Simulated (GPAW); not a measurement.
## A GW chain in GPAW: SnO2 (1T monolayer)

Aim: the G0W0 gap of SnO2 (1T monolayer) on LDA, step by step.

Program: GPAW 26.7.0. Level of theory: LDA and many-body steps on it, plane waves. Results are calculated unless marked as measured.

This is a report of a sequence of runs, with most program output left out.

## 1. The starting structure

The cell holds 3 atoms: 1 Sn and 2 O. Cell: a = 2.912 Å, b = 2.912 Å, c = 13.400 Å, α = 90.0°, β = 90.0°, γ = 120.0°. Vacuum lies along c.

As a file:

```cif
data_structure
_symmetry_space_group_name_H-M 'P 1'
_symmetry_Int_Tables_number 1
_cell_length_a 2.9124
_cell_length_b 2.9124
_cell_length_c 13.4000
_cell_angle_alpha 90.000
_cell_angle_beta 90.000
_cell_angle_gamma 120.000
_cell_volume 98.43
loop_
_atom_site_label
_atom_site_type_symbol
_atom_site_fract_x
_atom_site_fract_y
_atom_site_fract_z
_atom_site_occupancy
Sn1 Sn 0.00000 0.00000 0.50000 1
O2 O 0.33333 0.66667 0.58831 1
O3 O 0.66667 0.33333 0.41169 1
```

The start is a generated structure, not a measured one.

## 2. Relaxation

This step: GPAW 26.7.0; DFT, LDA, plane waves, PAW.

A relaxation at this level of theory: leftover forces would pass straight into the levels.

The input, run.py:

```python
import json
import numpy as np
from gpaw.mpi import world
from ase import Atoms
from ase.constraints import FixSymmetry
from ase.filters import FrechetCellFilter
from ase.optimize import BFGS
from gpaw import GPAW, PW, FermiDirac

atoms = Atoms(['Sn', 'O', 'O'],
    cell=[[2.9123859200, 0.0000000000, 0.0000000000],
      [-1.4561929600, 2.5222001923, 0.0000000000],
      [0.0000000000, 0.0000000000, 13.4000000000]],
    scaled_positions=[[0.0000000000, 0.0000000000, 0.5000000000],
      [0.3333333333, 0.6666666667, 0.5883144143],
      [0.6666666667, 0.3333333333, 0.4116855857]],
    pbc=(True, True, False))
atoms.set_constraint(FixSymmetry(atoms))
atoms.calc = GPAW(mode=PW(700),
    xc='LDA',
    kpts={'size': (9, 9, 1), 'gamma': True},
    occupations=FermiDirac(0.02),
    convergence={'density': 1e-5},
    txt='relax.txt')
steps = []
opt = BFGS(FrechetCellFilter(atoms, mask=[1, 1, 0, 0, 0, 1]), logfile='bfgs.log')
opt.attach(lambda: steps.append([atoms.get_potential_energy(), atoms.cell[:], atoms.positions.copy(), atoms.get_forces()]))
converged = opt.run(fmax=0.03, steps=50)
res = {'converged': bool(converged), 'steps': steps, 'cell': atoms.cell[:], 'frac': atoms.get_scaled_positions()}

if world.rank == 0:
    with open('result.json', 'w') as f:
        json.dump(res, f, default=lambda x: x.tolist())
```

The run is started by

```
mpirun -n 4 gpaw python run.py
```

It took 32 s on 4 MPI ranks of Arm Neoverse V1, shared host; peak memory 0.93 GiB.

Step by step:

```
step  energy less that of the first step (eV)  largest force (eV/Å)
   1                                   0.0000                1.2995
   2                                  -0.1916                1.2387
   3                                  -0.7796                0.6494
   4                                  -0.8003                0.4386
   5                                  -0.8125                0.1446
   6                                  -0.8136                0.0118
   7                                  -0.8134                0.0057
```

The atoms that moved most (Å):

| atom | dx | dy | dz | length |
| --- | --- | --- | --- | --- |
| O2 | 0.000 | 0.000 | -0.195 | 0.195 |
| O3 | 0.000 | 0.000 | 0.195 | 0.195 |

Final coordinates:

```xyz
3
Lattice="3.1538 0.0000 0.0000 -1.5769 2.7313 0.0000 0.0000 0.0000 13.4000" Properties=species:S:1:pos:R:3
Sn    0.0000    0.0000    6.7000
O     0.0000    1.8208    7.6885
O     1.5769    0.9104    5.7115
```

## 3. Ground state

The ground-state density comes first.

The input, run.py:

```python
import json
import numpy as np
from gpaw.mpi import world
from ase import Atoms
from gpaw import GPAW, PW, FermiDirac

atoms = Atoms(['Sn', 'O', 'O'],
    cell=[[3.1538009458, 0.0000000000, 0.0000000000],
      [-1.5769004729, 2.7312717376, 0.0000000000],
      [0.0000000000, 0.0000000000, 13.4000000000]],
    scaled_positions=[[0.0000000000, 0.0000000000, 0.5000000000],
      [0.3333333333, 0.6666666667, 0.5737668876],
      [0.6666666667, 0.3333333333, 0.4262331124]],
    pbc=(True, True, False))
calc = GPAW(mode=PW(600),
    xc='LDA',
    kpts={'size': (12, 12, 1), 'gamma': True},
    occupations=FermiDirac(0.001),
    nbands=-7,
    convergence={'density': 1e-6, 'bands': -3},
    maxiter=100,
    txt='gs.txt')
atoms.calc = calc
res = {'energy': atoms.get_potential_energy()}
kpts = calc.get_ibz_k_points()
res['kpts'] = kpts
res['eigenvalues'] = [calc.get_eigenvalues(kpt=k) for k in range(len(kpts))]
res['n_electrons'] = calc.get_number_of_electrons()
calc.write('gs.gpw')

if world.rank == 0:
    with open('result.json', 'w') as f:
        json.dump(res, f, default=lambda x: x.tolist())
```

The run is started by

```
mpirun -n 4 gpaw python run.py
```

Wall time 11 s (4 MPI ranks); peak memory 0.73 GiB; 44 s of CPU time.

Numbers from this step:

```
total energy               : -21.09 eV
gap                        : 2.995 eV
k of the valence top       : 0.5, 0.25, 0
k of the conduction bottom : 0, 0, 0
least direct gap           : 3.678 eV
```

The gap is indirect, with the least direct gap 0.68 eV higher.

## 4. Empty states on the mesh, 9×9×1 mesh, 197 bands

The sums over transitions need many empty states on a uniform mesh; this step solves for them.

The input, run.py:

```python
import json
import numpy as np
from gpaw.mpi import world
from gpaw import GPAW

calc = GPAW('gs.gpw').fixed_density(kpts={'size': (9, 9, 1), 'gamma': True},
    nbands=229,
    convergence={'bands': 197},
    txt='nscf.txt')
calc.write('full.gpw', mode='all')
res = {}
kpts = calc.get_ibz_k_points()
res['kpts'] = kpts
res['eigenvalues'] = [calc.get_eigenvalues(kpt=k) for k in range(len(kpts))]
res['n_electrons'] = calc.get_number_of_electrons()

if world.rank == 0:
    with open('result.json', 'w') as f:
        json.dump(res, f, default=lambda x: x.tolist())
```

The run is started by

```
mpirun -n 4 gpaw python run.py
```

Wall time 1.7 min (4 MPI ranks); peak memory 1.1 GiB.

This step gave:

```
gap                                                           : 3.010 eV
k of the valence top                                          : 0.4444, -0.2222, 0
k of the conduction bottom                                    : 0, 0, 0
least direct gap                                              : 3.678 eV
k points computed                                             : 12
lowest point of the top converged band, above the valence top : 80.9689 eV
```

On this mesh the gap is 3.010 eV.

## 5. Screening and self-energy, 9×9×1 mesh, 87 bands, screening to 48 eV

Now the one-shot GW correction: screening in the RPA, then the self-energy of the levels asked for.

This step: G0W0 on LDA, plane waves, PAW.

The input, run.py:

```python
import json
import numpy as np
from gpaw.mpi import world
from gpaw.response.g0w0 import G0W0

gw = G0W0('full.gpw',
    filename='gw',
    kpts=[0, 7],
    bands=(11, 15),
    ecut=48,
    nbands=87,
    truncation='2D',
    integrate_gamma='sphere',
    q0_correction=True,
    frequencies={'type': 'nonlinear', 'domega0': 0.15, 'omega2': 15.0},
    eta=0.1,
    nblocksmax=True)
gw.calculate()
res = {mode: {k: v for k, v in r.items() if k != 'sigma_eskwn'}
       for mode, r in gw.all_results.items()}

if world.rank == 0:
    with open('result.json', 'w') as f:
        json.dump(res, f, default=lambda x: x.tolist())
```

The run is started by

```
mpirun -n 4 gpaw python run.py
```

The job ended after 1.8 min (4 MPI ranks; peak memory 1.9 GiB).

This step gave:

- G0W0 gap on the points computed: 5.949 eV
- least direct G0W0 gap on the computed points: 6.437 eV
- Z at the valence top: 0.7680
- Z at the conduction bottom: 0.8391
- starting gap on the mesh: 3.010 eV
- k of the valence top: 0.4444, -0.2222, 0
- k of the conduction bottom: 0, 0, 0

The gap on the mesh goes from 3.01 eV to 5.95 eV, a correction of +2.94 eV.

Limits: finite bands, cutoff and mesh; no spin-orbit coupling. v1 is the top filled band, c1 the lowest empty one. The levels before and after the correction (eV, zero at the valence-band top of each column):

```csv
,conduction bottom,valence top
Kohn-Sham,3.01,0.00
G0W0,5.95,0.00
```

|  | level | energy (eV) |
| --- | --- | --- |
| Kohn-Sham | Γ v2-v1 | -0.668 |
| Kohn-Sham | Γ c1 | 3.010 |
| Kohn-Sham | Γ c2 | 5.987 |
| Kohn-Sham | (0.444 -0.222 0) v2 | -0.559 |
| Kohn-Sham | (0.444 -0.222 0) v1 | 0.000 |
| Kohn-Sham | (0.444 -0.222 0) c1 | 6.265 |
| Kohn-Sham | (0.444 -0.222 0) c2 | 8.878 |
| G0W0 | Γ v2-v1 | -0.489 |
| G0W0 | Γ c1 | 5.949 |
| G0W0 | Γ c2 | 9.005 |
| G0W0 | (0.444 -0.222 0) v2 | -0.562 |
| G0W0 | (0.444 -0.222 0) v1 | 0.000 |
| G0W0 | (0.444 -0.222 0) c1 | 10.189 |
| G0W0 | (0.444 -0.222 0) c2 | 12.031 |

## 6. Where the time went

Times are wall times on 4 MPI ranks of Arm Neoverse V1, shared host, good to a factor of about two.

```csv
step,time,share,memory (GiB)
relaxation,32 s,13 %,0.93
ground state,11 s,4 %,0.73
empty states on the mesh,1.7 min,40 %,1.1
screening and self-energy,1.8 min,43 %,1.9
```

## 7. What came out

```
LDA gap              : 2.99 eV, indirect
G0W0 gap on the mesh : 5.95 eV
GW settings          : 9×9×1 mesh, 87 bands, screening to 48 eV, full frequency, Hilbert transform
known limits         : not at the basis limit; no spin-orbit coupling
```

G0W0 moves the gap on the mesh from 3.01 eV to 5.95 eV (+2.94 eV), with Z of 0.77 and 0.84 at the edges. Only 2 of the mesh's irreducible points were corrected, so a valley elsewhere could overtake. Bands and cutoff are finite, so the gap is not at the basis limit. The miss can reach some tenths of an eV and take either sign; the mesh is an error of its own. These stock PAW sets were not made for GW. In the G0W0 run levels were corrected at 2 k points alone, so a gap called «on the mesh» is the least over those, and an edge elsewhere would be missed. The many-body steps are scalar-relativistic: spin-orbit coupling is not in them.

[Paths, hosts, dates, memory and timing lines, banners, echoed tables and standing remarks are left out of the program output.]

[Logs are printed without paths, hosts, clocks, repeated set-up lines and the standing remarks that a program may print on its own settings, such as how far it seeks lower states.]

[Runs of the session that timed out or met a known fault of the program may be left out.]

[Hosts, paths, dates, database ids (printed as entryN), source tags and the programs' standing remarks are cut or masked in the printed files.]
